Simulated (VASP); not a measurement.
A run of VASP 6.6.1 is set up as follows.

File INCAR:

```
ALGO = Normal ; EDIFF = 1E-7
ENCUT = 520 ; GGA = RP
ISIF = 2 ; ISMEAR = -1
LASPH = T ; LCHARG = F
LREAL = F ; LWAVE = F
NBANDS = 18 ; NELM = 80
PREC = Accurate ; SIGMA = 0.1
```

KPOINTS

```
k-points
0
Gamma
  10 10 10
```

File POSCAR:

```
Au
1.0
    0.0000000000      3.1738130725      3.1738130725
    3.1738130725      0.0000000000      3.1738130725
    3.1738130725      3.1738130725      0.0000000000
Au
2
Direct
    0.1250000000      0.1250000000      0.1250000000
    0.8750000000      0.8750000000      0.8750000000
```

Potentials or basis: VASP PAW PBE potentials, release 64 (Au).

Launch:

```sh
$ cat potpaw_PBE.64/Au/POTCAR > POTCAR
$ mpirun -np 1 vasp_std > vasp.out
```

Task: Predict the pressure.

Result: -1.5 GPa.

Task: Estimate the band gap on the k mesh.

Result: None (metal or under the smearing width).

Caveat: the PAW data sets were made with another functional, which shifts forces and pressure a little. The run has no spin-orbit coupling, so splittings on Au are missing.
